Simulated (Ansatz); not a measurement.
## FeS2, one structure, two calculations

Cell: an entry of the Crystallography Open Database (COD), its atoms then relaxed with PBE in this cell.

```cif
data_FeS2
_symmetry_space_group_name_H-M 'Pnnm'
_symmetry_Int_Tables_number 58
_cell_length_a 4.4400
_cell_length_b 5.3900
_cell_length_c 3.3700
_cell_angle_alpha 90.000
_cell_angle_beta 90.000
_cell_angle_gamma 90.000
loop_
_atom_site_label
_atom_site_type_symbol
_atom_site_symmetry_multiplicity
_atom_site_Wyckoff_symbol
_atom_site_fract_x
_atom_site_fract_y
_atom_site_fract_z
Fe Fe 2 a 0.0000 0.0000 0.0000
S S 4 g 0.2058 0.3753 0.0000
```

One atom of each set is listed.

First run. All values are calculated (Ansatz; DFT, PBE, plane waves and PAW, scalar-relativistic, collinear spin, 420 eV cutoff, Γ-centred 10×8×13 k-points, Fermi–Dirac smearing 0.05 eV), not measured. Start moments as typed (μB): 3 on each Fe, none on the rest.

```json
{"site": "Fe", "V_zz (10²¹ V/m²)": "-3.03", "η": "0.78"}
{"site": "S", "V_zz (10²¹ V/m²)": "13.58", "η": "0.27"}
```

Second run. The same atoms and settings, except that the functional is LDA.

**Question.** Given the first result, estimate the second.

**Answer.** 

```csv
site,V_zz,η,change of V_zz
Fe,-3.08,0.75,-0.05
S,13.10,0.27,-0.48
```

The largest change of V_zz is on S, from 13.58 to 13.10. In per cent, |V_zz| changes by +2 on Fe, -3 on S (all sites that start above 0.5).

The start moments die out, and the run ends without spin.
For the first run: With these PAW files V_zz is typically within 2 to 3 % of all-electron values, but misses above 10 % occur on Fe.
For the second run: At this cell the LDA pressure is -9 GPa, so with LDA the cell would shrink if it were relaxed.
